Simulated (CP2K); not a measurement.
# SiO2: single point with r2SCAN+D4

The system is SiO2.

```xyz
12
Lattice="7.0305 0.0000 0.0000 -1.4182 6.8860 0.0000 -0.5395 -5.2903 4.5988" Properties=species:S:1:pos:R:3 pbc="T T T"
Si    0.4079    3.6207    1.9103
Si   -0.2185   -3.7751    4.2097
Si    4.6649   -2.0251    2.6885
Si    5.2912    5.3707    0.3891
O     3.2455   -2.6452    2.2994
O     0.0000    0.0000    0.0000
O     5.4182   -1.5510    1.3483
O     0.6334    2.3488    0.9511
O     1.0727   -3.7393    3.2505
O     4.4394   -0.7532    3.6477
O     5.5378   -3.1462    3.4491
O    -0.4651    4.7418    1.1497
```

The cell comes from a database or a generator and needn't be the stable form of this composition.

```yaml
Program: CP2K 2026.2
Task: single point
Functional: r2SCAN
Dispersion: D4
Potentials_or_basis: POTENTIAL_UZH Si GTH-SCAN-q4, O GTH-SCAN-q6; DZVP-MOLOPT-SCAN-GTH basis
Density_cutoff: 11565 eV
k_mesh: 5 × 5 × 5
Occupations: fermi-dirac, width 0.05 eV
Spin: no spin polarisation
```

```yaml
Pressure: -0.4 GPa
Largest_force: 0.104 eV/Å
Band_gap_on_the_k_mesh: 7.35 eV, direct
Mulliken_charges: Si +0.98; O -0.44, -0.50, -0.52 e
```

Forces in eV/Å, atoms in the order of the input:
```
Si  -0.035  0.024 -0.023
Si  -0.031  0.029 -0.023
Si   0.035 -0.024  0.023
Si   0.031 -0.029  0.023
O    0.000  0.000  0.000
O    0.005 -0.019  0.009
O   -0.032  0.096 -0.025
O    0.018 -0.084  0.058
O    0.032 -0.096  0.025
O   -0.018  0.084 -0.058
O   -0.035  0.009 -0.018
O    0.035 -0.009  0.018
```

Stress tensor (GPa, compression positive):
```
-0.35 -0.07  0.04
-0.07 -0.38 -0.03
 0.04 -0.03 -0.36
```

Levels at points of the mesh, in eV from the valence-band top:
| k point | band 29 | band 30 | band 31 | band 32 | band 33 | band 34 | band 35 | band 36 |
| --- | --- | --- | --- | --- | --- | --- | --- | --- |
| (0.00, 0.00, 0.00) | -1.11 | -0.74 | -0.45 | 0.00 | 7.35 | 9.92 | 10.05 | 10.29 |

Run time: 4.8 min on 2 MPI ranks on Arm Neoverse V1, on a shared host.

Caveat: Mulliken charges move with the basis; an odd mesh through Γ misses points on the zone boundary, where band edges often lie; the basis of atomic orbitals isn't converged, which shifts pressures, moduli and gaps. r2SCAN opens gaps a little over a GGA but as a rule still falls short of measured ones.
